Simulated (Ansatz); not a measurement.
# A Si vacancy in alpha-quartz SiO2, 71 atoms, charge −4

How high is the barrier for this jump? The start is relaxed, a band joins it to the far end, and PBEsol and HSE06 are the levels used.

All numbers are computed with Ansatz 0.2.0 (PAW, plane waves).

### Step 1. The starting cell

71 atoms (23 Si, 48 O); a = 9.902 Å, b = 9.902 Å, c = 10.886 Å, α = 90.00°, β = 90.00°, γ = 120.00°. All atoms were shaken off their sites by about 0.02 Å along each axis. Defect site 1: (0.265, 0.265, 0.500).

Steps to follow: (2) PBEsol relaxation at the single k point (¼, ¼, ¼), on 1 × NVIDIA GB200 with 8 threads of Arm Neoverse-V2; (3) HSE06 single point at the single k point (¼, ¼, ¼), on 1 × NVIDIA GB200 with 8 threads of Arm Neoverse-V2; (4) PBEsol band at the single k point (¼, ¼, ¼), on 1 × NVIDIA GB200 with 8 threads of Arm Neoverse-V2.

### Step 2. Relaxation of the positions (PBEsol)

in.yaml reads:

```yaml
crystal:
  lattice:
    - [9.901639, 0.000000, 0.000000]
    - [-4.950819, 8.575071, 0.000000]
    - [0.000000, 0.000000, 10.885880]
  atoms:
    - { symbol: Si, position: [0.235362, 0.998110, 0.170469] }
    - { symbol: Si, position: [0.238925, 0.003726, 0.665553] }
    - { symbol: Si, position: [0.237410, 0.501396, 0.166798] }
    - { symbol: Si, position: [0.235124, 0.498974, 0.664985] }
    - { symbol: Si, position: [0.735823, 0.002111, 0.170304] }
    - { symbol: Si, position: [0.735133, 0.998944, 0.667460] }
    - { symbol: Si, position: [0.736037, 0.501209, 0.167224] }
    - { symbol: Si, position: [0.733779, 0.502701, 0.670665] }
    - { symbol: Si, position: [0.001012, 0.239150, 0.331915] }
    - { symbol: Si, position: [0.001639, 0.235923, 0.832772] }
    - { symbol: Si, position: [0.002222, 0.735659, 0.332530] }
    - { symbol: Si, position: [0.003229, 0.733769, 0.832367] }
    - { symbol: Si, position: [0.496977, 0.234849, 0.335342] }
    - { symbol: Si, position: [0.499032, 0.233680, 0.835062] }
    - { symbol: Si, position: [0.498706, 0.736478, 0.333879] }
    - { symbol: Si, position: [0.500329, 0.736623, 0.831554] }
    - { symbol: Si, position: [0.264264, 0.262078, 0.003958] }
    - { symbol: Si, position: [0.266354, 0.764562, 0.998163] }
    - { symbol: Si, position: [0.267357, 0.763929, 0.499940] }
    - { symbol: Si, position: [0.765224, 0.266130, 0.999339] }
    - { symbol: Si, position: [0.766214, 0.263548, 0.499834] }
    - { symbol: Si, position: [0.762965, 0.761061, 0.000573] }
    - { symbol: Si, position: [0.761165, 0.765477, 0.498592] }
    - { symbol: O, position: [0.200956, 0.133593, 0.109704] }
    - { symbol: O, position: [0.205412, 0.135579, 0.608210] }
    - { symbol: O, position: [0.210457, 0.632211, 0.108786] }
    - { symbol: O, position: [0.204157, 0.631098, 0.607681] }
    - { symbol: O, position: [0.708121, 0.136191, 0.108334] }
    - { symbol: O, position: [0.703895, 0.134454, 0.608881] }
    - { symbol: O, position: [0.709173, 0.632701, 0.104722] }
    - { symbol: O, position: [0.702899, 0.633736, 0.610319] }
    - { symbol: O, position: [0.369211, 0.071211, 0.273892] }
    - { symbol: O, position: [0.368656, 0.072198, 0.773144] }
    - { symbol: O, position: [0.369064, 0.571432, 0.276649] }
    - { symbol: O, position: [0.369073, 0.573733, 0.772015] }
    - { symbol: O, position: [0.865851, 0.071966, 0.275498] }
    - { symbol: O, position: [0.866456, 0.067421, 0.772379] }
    - { symbol: O, position: [0.866099, 0.571276, 0.276523] }
    - { symbol: O, position: [0.868036, 0.573343, 0.774040] }
    - { symbol: O, position: [0.429005, 0.293607, 0.439637] }
    - { symbol: O, position: [0.424611, 0.286675, 0.941607] }
    - { symbol: O, position: [0.426178, 0.793759, 0.441989] }
    - { symbol: O, position: [0.422476, 0.791752, 0.938911] }
    - { symbol: O, position: [0.925105, 0.293108, 0.441919] }
    - { symbol: O, position: [0.926215, 0.294756, 0.935686] }
    - { symbol: O, position: [0.928114, 0.795698, 0.442243] }
    - { symbol: O, position: [0.924139, 0.791176, 0.938227] }
    - { symbol: O, position: [0.132557, 0.205595, 0.391160] }
    - { symbol: O, position: [0.135163, 0.206281, 0.891216] }
    - { symbol: O, position: [0.137422, 0.708799, 0.394904] }
    - { symbol: O, position: [0.132744, 0.706538, 0.895695] }
    - { symbol: O, position: [0.631316, 0.201738, 0.392868] }
    - { symbol: O, position: [0.635920, 0.208947, 0.893532] }
    - { symbol: O, position: [0.632159, 0.705369, 0.392309] }
    - { symbol: O, position: [0.635032, 0.707668, 0.892089] }
    - { symbol: O, position: [0.071841, 0.371160, 0.226972] }
    - { symbol: O, position: [0.067479, 0.364618, 0.728399] }
    - { symbol: O, position: [0.075326, 0.870034, 0.229080] }
    - { symbol: O, position: [0.070939, 0.868060, 0.726649] }
    - { symbol: O, position: [0.572019, 0.365417, 0.225812] }
    - { symbol: O, position: [0.575620, 0.365963, 0.725865] }
    - { symbol: O, position: [0.574110, 0.867472, 0.225567] }
    - { symbol: O, position: [0.574573, 0.868975, 0.723287] }
    - { symbol: O, position: [0.296156, 0.426563, 0.057905] }
    - { symbol: O, position: [0.293289, 0.423537, 0.559283] }
    - { symbol: O, position: [0.294926, 0.929698, 0.058718] }
    - { symbol: O, position: [0.289995, 0.921759, 0.557886] }
    - { symbol: O, position: [0.793891, 0.427406, 0.061607] }
    - { symbol: O, position: [0.791867, 0.426896, 0.557523] }
    - { symbol: O, position: [0.792122, 0.925822, 0.060758] }
    - { symbol: O, position: [0.790260, 0.924670, 0.565468] }
  symmetry: { detect: false }
kpoints:
  mp_grid: { grid: [1, 1, 1], shift: [0.25, 0.25, 0.25] }
hamiltonian:
  xc: pbesol
total_charge: -4
scf:
  occupations: { method: fermi_dirac, width: 0.01 }
relax:
  f_tol: 0.03
  max_steps: 80
  escape_saddle: false
  adjacent_minimum: "off"
output:
  forces: true
  eigenvalues: true
  populations: true
  charged_corrections: { epsilon: 4.5 }
```

The run is started by

```console
> ansatz run in.yaml --threads 8 --pin off --max-ram 118750MiB --runs-dir r --events-out ev --progress --plain --backend cuda --devices 0, --max-vram 170GiB
```

Further steps of the session: HSE06 on the final geometry; Elastic band between the two sites.

Before running it: what results should come out? Wanted: for each run, top filled to lowest empty.

The runs gave:

| level | time | top filled to lowest empty (eV) |
| --- | --- | --- |
| PBEsol, relaxation | 6.9 s (GPU) | 4.21 |
| HSE06 | 10 s (GPU) | 5.97 |

| quantity | value |
| --- | --- |
| relaxation | 9 recorded steps, 5.97 eV gained |
| largest shift | 0.95 Å (O65) |

**What this shows.** Relaxation gains 5.97 eV, with shifts up to 0.95 Å (O65). At the same k points, PBEsol gives a spacing 1.76 eV smaller than the 5.97 eV of HSE06. In a defect cell this spacing can involve defect levels, so it need not be the gap.
